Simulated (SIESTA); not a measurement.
A run of SIESTA 5.4.2 is set up as follows.

The input Si2Ni.fdf:

```
SystemName                      Si2Ni
SystemLabel                     Si2Ni
NumberOfSpecies                 2
NumberOfAtoms                   3
%block ChemicalSpeciesLabel
  1  28 Ni
  2  14 Si
%endblock ChemicalSpeciesLabel

LatticeConstant                 1.0 Ang
%block LatticeVectors
     0.0000000000     2.7030000000     2.7030000000
     2.7030000000     0.0000000000     2.7030000000
     2.7030000000     2.7030000000     0.0000000000
%endblock LatticeVectors
AtomicCoordinatesFormat         Fractional
%block AtomicCoordinatesAndAtomicSpecies
     0.0000000000     0.0000000000     0.0000000000  1  Ni
     0.7500000000     0.7500000000     0.7500000000  2  Si
     0.2500000000     0.2500000000     0.2500000000  2  Si
%endblock AtomicCoordinatesAndAtomicSpecies

%block kgrid.MonkhorstPack
    7   0   0  0.0
    0   7   0  0.0
    0   0   7  0.0
%endblock kgrid.MonkhorstPack
XC.Functional                   GGA
XC.Authors                      PBE
PAO.BasisSize                   DZP
PAO.EnergyShift                 0.003 Ry
Mesh.Cutoff                     1200 Ry
Spin                            polarized
%block DM.InitSpin
    1   1.000
    2   0.000
    3   0.000
%endblock DM.InitSpin
OccupationFunction              FD
ElectronicTemperature           0.05 eV
MaxSCFIterations                200
SCF.MustConverge                false
SCF.Mixer.Method                Pulay
SCF.Mixer.Weight                0.1
SCF.Mixer.History               10
SCF.DM.Tolerance                5.0e-05
SCF.H.Tolerance                 1.0e-03 eV
WriteForces                     true
Charge.Mulliken                 end
MD.TypeOfRun                    Broyden
MD.Steps                        40
MD.MaxForceTol                  0.01 eV/Ang
MD.MaxDispl                     0.1 Ang
WriteCoorStep                   true
AtomCoorFormatOut               Fractional
MD.VariableCell                 true
MD.MaxStressTol                 0.05 GPa
%block PAO.Basis
  Ni 5
  n=3 0 2
    2.432 0.000
  n=4 0 2
    7.095 0.000
  n=3 1 2
    2.716 0.000
  n=4 1 1
    7.095
  n=3 2 2
    4.466 0.000
%endblock PAO.Basis
```

Potentials or basis: PseudoDojo 0.4 standard (PBE files), DZP (energy shift 0.003 Ry; two zetas on semicore shells).

Launch:

```bash
$ siesta < Si2Ni.fdf > Si2Ni.out 2>&1
```

Q: What does it give for the relaxed volume?

A: 13.42 Å³/atom.

Q: Estimate the band gap on the k mesh.

A: None (metal or under the smearing width).

Q: Estimate the net moment.

A: 0.00 μB per cell.

Q: Predict the space group after relaxing (to 0.05 Å).

A: Fm-3m (No. 225).

Final structure:
```xyz
3
Lattice="0.0000 2.7202 2.7202 2.7202 0.0000 2.7202 2.7202 2.7202 0.0000" Properties=species:S:1:pos:R:3 pbc="T T T"
Ni    0.0000    0.0000    0.0000
Si    4.0803    4.0803    4.0803
Si    1.3601    1.3601    1.3601
```

Caveat: short orbitals over semicore shells can move pressures by several GPa; the basis of atomic orbitals isn't converged, which shifts pressures, moduli and gaps. PBE usually gives volumes a little too large and moduli too small.
